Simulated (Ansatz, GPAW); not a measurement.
**Ti3Al: energy against volume and a worked fit**

The structure is cubic, space group Fm-3m (No. 225). The conventional cell has a = 6.464 Å, b = 6.464 Å, c = 6.464 Å, α = 90.00°, β = 90.00°, γ = 90.00°. Ti (site symmetry m-3m) is surrounded by 8 Ti at 2.80 Å. Ti (site symmetry -43m) has 4 Ti at 2.80 Å and 4 Al at 2.80 Å as nearest neighbours. Al (site symmetry m-3m) is surrounded by 8 Ti at 2.80 Å.

The cell comes from a database or a generator and needn't be the stable form of this composition.

The cell was scaled at fixed shape and fractions and run with GPAW, PAW data sets generated for this functional, cutoff 600 eV; PBEsol, k mesh 7 × 7 × 7 on the cell of 4 atoms, fermi-dirac occupations of 0.05 eV, no spin polarisation, no spin-orbit coupling. Energies are those that the program minimises, any entropy of the smearing included. For a metal such a mesh isn't converged to the digits shown.

| V (Å³/atom) | energy over the lowest row (meV/atom) |
| --- | --- |
| 15.8644 | 3.04 |
| 16.2019 | 0.00 |
| 16.5395 | 2.08 |
| 16.8770 | ? |
| 17.2146 | 20.34 |
| 17.5521 | 35.52 |
| 17.8896 | 54.34 |

Problem. Fit the third-order Birch-Murnaghan form, give V0, B0 and B′, and predict the energy left open.

Solution. With y = (V0/V)^(2/3), E = E0 + (9 V0 B0/16) [(y - 1)³ B′ + (y - 1)² (6 - 4y)]. Least squares through the rows shown give V0 = 16.2266 Å³/atom, E0 = -0.05 meV, B0 = 118.8 GPa (1 eV/Å³ = 160.218 GPa) and B′ = 3.57, with a largest miss of 0.04 meV. At V = 16.8770 the form with these constants gives 9.05 meV; the run gave 9.07 meV an atom. Other set-ups at this level, from all their volumes (Å³/atom, GPa): Ansatz, all-electron LAPW, scalar-relativistic: V0 16.156, B0 119.9.
